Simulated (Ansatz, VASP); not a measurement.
This is a calculation of InP for VASP 6.6.1.

Contents of INCAR:

```
ALGO = Normal
EDIFF = 1E-8
ENCUT = 520
GGA = PE
IBRION = 8
ISIF = 2
ISMEAR = -1
LASPH = True
LCHARG = False
LEPSILON = True
LREAL = False
LWAVE = False
NELM = 60
PREC = Accurate
SIGMA = 0.05
```

File KPOINTS:

```
k-points
0
Gamma
  8 8 8
```

Contents of POSCAR:

```
InP
1.0
    0.0000000000      2.9305000000      2.9305000000
    2.9305000000      0.0000000000      2.9305000000
    2.9305000000      2.9305000000      0.0000000000
In P
1 1
Direct
    0.0000000000      0.0000000000      0.0000000000
    0.7500000000      0.7500000000      0.7500000000
```

Potentials or basis: VASP PAW PBE potentials, release 64 (In_d, P).

Launch:

```bash
$ cat potpaw_PBE.64/In_d/POTCAR potpaw_PBE.64/P/POTCAR > POTCAR
$ mpirun -np 1 vasp_std > vasp.out
```

Q: Translate it to Ansatz 0.2.0. Potentials there: Ansatz PAW.

A: As run (the cutoff follows the program's own potentials):

Contents of input.yaml:

```yaml
crystal:
  lattice:
    - [0.0, 2.9305, 2.9305]
    - [2.9305, 0.0, 2.9305]
    - [2.9305, 2.9305, 0.0]
  atoms:
    - { symbol: In, position: [0.0, 0.0, 0.0] }
    - { symbol: P, position: [0.75, 0.75, 0.75] }
hamiltonian:
  xc: pbe
  pseudopotentials: { kind: paw }
kpoints:
  mp_grid: { grid: [8, 8, 8] }
scf:
  occupations: { method: fixed }
output:
  eigenvalues: true
dielectric:
  method: response
```

Potentials or basis: Ansatz PAW.

Launch:

```sh
$ ansatz run input.yaml --threads 2 --pin off --max-ram 5632MiB --backend cpu --events-out ev --progress --plain --runs-dir out
```

Both were run:

|  | VASP | Ansatz | Ansatz less VASP |
| --- | --- | --- | --- |
| gap on the k mesh at the Fermi level (eV) | 0.71 | 0.72 | +0.003 |
| least direct gap on the mesh (eV) | 0.71 | 0.72 | +0.003 |
| mean electronic dielectric constant | 14.63 | 10.91 | -3.717 |
| mean Born charge of the atom that differs most (e) | 2.64 | 2.53 | -0.111 |

One of these differences is far larger than is usual between the two programs; its cause wasn't traced.

Caveats: spin-orbit coupling is left out, which moves the levels of the heavy elements.
